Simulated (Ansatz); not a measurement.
## Which of these structures of Bi lies lowest?

Theory: DFT, PBE, all-electron LAPW, scalar-relativistic in Ansatz 0.2.0.

Each cell is taken as listed (from a database or a relaxation; residual pressures are under 0.6 GPa and forces under 0.08 eV/Å), on meshes of about 0.2 Å⁻¹ spacing; energies are extrapolated to zero smearing, with no zero-point or thermal terms. Other structures, the observed one among them, may be missing from this set and lie lower. No run is spin-polarised.

Spin–orbit coupling is left out, though it moves levels of the heavy atoms by tenths of an eV or more.

Question: Order the structures by energy per atom, lowest first, and give the differences.
A.
Space group Fm-3m (No. 225). a = 5.029 Å, b = 5.029 Å, c = 5.029 Å, α = 90.00°, β = 90.00°, γ = 90.00°
```csv
atom,site,symmetry,x,y,z
Bi,4a,m-3m,0.0000,0.0000,0.0000
```
(fcc type, relaxed by us; 16×16×16 mesh on the primitive cell, smearing 0.05 eV, P = 0.0 GPa)
B.
Space group Im-3m (No. 229). a = 3.986 Å, b = 3.986 Å, c = 3.986 Å, α = 90.00°, β = 90.00°, γ = 90.00°
| atom | site | symmetry | x | y | z |
| --- | --- | --- | --- | --- | --- |
| Bi | 2a | m-3m | 0.0000 | 0.0000 | 0.0000 |
(bcc type, relaxed by us; 13×13×13 mesh on the primitive cell, smearing 0.08 eV, P = 0.1 GPa)
C.
Space group C2/m (No. 12). a = 6.977 Å, b = 6.265 Å, c = 3.359 Å, α = 90.00°, β = 112.04°, γ = 90.00°
```csv
atom,site,symmetry,x,y,z
Bi,4i,m,0.7469,0.5000,0.1426
```
(MP-relaxed cell mp-23157; 9×9×13 mesh on the primitive cell, smearing 0.05 eV, P = 0.1 GPa)

Answer: C (0 meV/atom), B (81 meV/atom), A (138 meV/atom).
